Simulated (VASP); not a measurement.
Crystal: Zn.

```
Zn
1.0
     2.67000    0.00000    0.00000
    -1.33500    2.31229    0.00000
     0.00000    0.00000    4.96600
Zn
2
Direct
  0.66667 0.33333 0.75000
  0.33333 0.66667 0.25000
```

Base run:

```yaml
Program: VASP 6.6.1
Functional: PBEsol
Potentials_or_basis: VASP PAW PBE potentials, release 64 (Zn_GW)
Cutoff: 550 eV
k_mesh: 11 × 11 × 6
Occupations: gaussian, width 0.1 eV
Spin: no spin polarisation
```

Its results: band gap on the k mesh none (metal or under the smearing width); pressure -5.7 GPa.

Problem. The run is repeated on the same cell with these changes: functional from PBEsol to RPBE; occupations from gaussian, width 0.1 eV to gaussian, width 0.05 eV. What comes out?

Solution. Band gap on the k mesh none (metal or under the smearing width); pressure 2.3 GPa.

Caveats: the PAW data sets were made with another functional, which shifts forces and pressure a little.

Not every run made on this cell is shown here.
